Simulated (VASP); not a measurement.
## CdTe: relaxation of cell and atoms with PBEsol

Crystal: CdTe.

```
Cd Te
1.0
     0.00000    3.20500    3.20500
     3.20500    0.00000    3.20500
     3.20500    3.20500    0.00000
Cd Te
1 1
Direct
  0.00000 0.00000 0.00000
  0.25000 0.25000 0.25000
```

```yaml
Program: VASP 6.6.1
Task: relaxation of cell and atoms
Functional: PBEsol
Potentials_or_basis: VASP PAW PBE potentials, release 64 (Cd, Te)
Cutoff: 600 eV
k_mesh: 8 × 8 × 8
Occupations: gaussian, width 0.03 eV
Spin: no spin polarisation
Further_INCAR_settings: ALGO = Normal; EDIFF = 1e-06; IBRION = 2; EDIFFG = -0.01; NSW = 90; ISIF = 3
```

- Relaxed volume: 34.26 Å³/atom
- Relaxed cell: a = 4.593 Å, b = 4.593 Å, c = 4.593 Å, α = 60.00°, β = 60.00°, γ = 60.00°
- Space group after relaxing (to 0.05 Å): F-43m (No. 216)
- Energy gained by relaxing: 7.3 meV/atom
- Ionic steps: 3
- Pressure after relaxing: 0.0 GPa
- Band gap on the k mesh: 0.64 eV, direct

The path:
```tsv
step	energy change (eV)	largest force (eV/Å)	pressure (GPa)	volume (Å³)
1	0.0000	0.0000	1.81	65.84
2	-0.0129	0.0000	-0.54	69.46
3	-0.0145	0.0000	0.00	68.52
```

Final structure:
```
Cd Te
1.0
     0.00000    3.24780    3.24780
     3.24780    0.00000    3.24780
     3.24780    3.24780    0.00000
Cd Te
1 1
Direct
  0.00000 0.00000 0.00000
  0.25000 0.25000 0.25000
```

Levels at points of the mesh, in eV from the valence-band top:
```tsv
k point	band 7	band 8	band 9	band 10	band 11	band 12
(0.00, 0.00, 0.00)	0.00	0.00	0.00	0.64	4.55	4.55
(0.50, 0.00, 0.00)	-4.44	-0.77	-0.77	1.73	5.13	5.13
(0.50, 0.50, 0.00)	-4.32	-1.86	-1.86	2.51	2.60	8.69
```

Wall time 71 s on 1 thread of Intel(R) Xeon(R) Platinum 8488C (Sapphire Rapids), with other jobs on the host, peak memory 0.24 GiB.

Caveat: the PAW data sets were made with another functional, which shifts forces and pressure a little; spin-orbit coupling is left out, which moves the levels of the heavy elements. A hybrid or GW would open this gap; PBEsol tends to underestimate it.
